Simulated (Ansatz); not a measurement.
## Every step of a relaxation of Cd (simple hexagonal type)

DFT, PBE, PAW with Ansatz's default frozen-core files, scalar-relativistic (Ansatz 0.2.0); a Γ-centred 14×14×13 k mesh, Fermi–Dirac smearing of 0.1 eV, no spin polarisation. The run relaxes shape and atoms at held volume.

Command: `ansatz run input.yaml --threads 1 --pin off --max-ram 2048MiB --backend cpu --events-out ev --progress --plain --runs-dir out` It took 7.8 s on 1 thread of Arm Neoverse V2, with other jobs on the host, peak memory 0.3 GiB.

PAW: frozen-core files, cutoff 420 eV; forces are relaxed below 0.005 eV/Å.

Each step lists its free energy a cell above the last geometry, the pressure, the cell vectors (Å), and Cartesian positions (Å) with forces (eV/Å).

The first step:

```
step 1  dF = 29.81 meV  P = 75.1 GPa
  cell 2.5639 0.0000 0.0000  -1.2819 2.2204 0.0000  0.0000 0.0000 2.6613
  Cd 0.0000 0.0000 0.0000   0.0000 0.0000 0.0000
```

The structure type is held throughout; the real material can change phase at far lower pressure.

The symmetry of the start is kept and no stability test is made, so the end need not be the stable phase.

Where does the relaxation end, and by which steps?

After 4 geometries, with conventional a, b, c = 2.604, 2.604, 2.580 Å, at 15.150 Å³/atom and 73.2 GPa in space group P6/mmm, with a shortest distance of 2.580 Å. The further steps:
```
step 2  dF = 1.80 meV  P = 73.1 GPa
  cell 2.6146 0.0000 0.0000  -1.3073 2.2643 0.0000  0.0000 0.0000 2.5591
  Cd 0.0000 0.0000 0.0000   0.0000 0.0000 0.0000
step 3  dF = 0.02 meV  P = 73.2 GPa
  cell 2.6051 0.0000 0.0000  -1.3026 2.2561 0.0000  0.0000 0.0000 2.5778
  Cd 0.0000 0.0000 0.0000   0.0000 0.0000 0.0000
step 4  dF = 0.00 meV  P = 73.2 GPa
  cell 2.6039 0.0000 0.0000  -1.3020 2.2551 0.0000  0.0000 0.0000 2.5801
  Cd 0.0000 0.0000 0.0000   0.0000 0.0000 0.0000
step 5  dF = -0.02 meV  P = 73.2 GPa  (same geometry on a basis chosen anew; earlier energies don't compare to the last digit)
  cell 2.6039 0.0000 0.0000  -1.3020 2.2551 0.0000  0.0000 0.0000 2.5801
  Cd 0.0000 0.0000 0.0000   0.0000 0.0000 0.0000
```
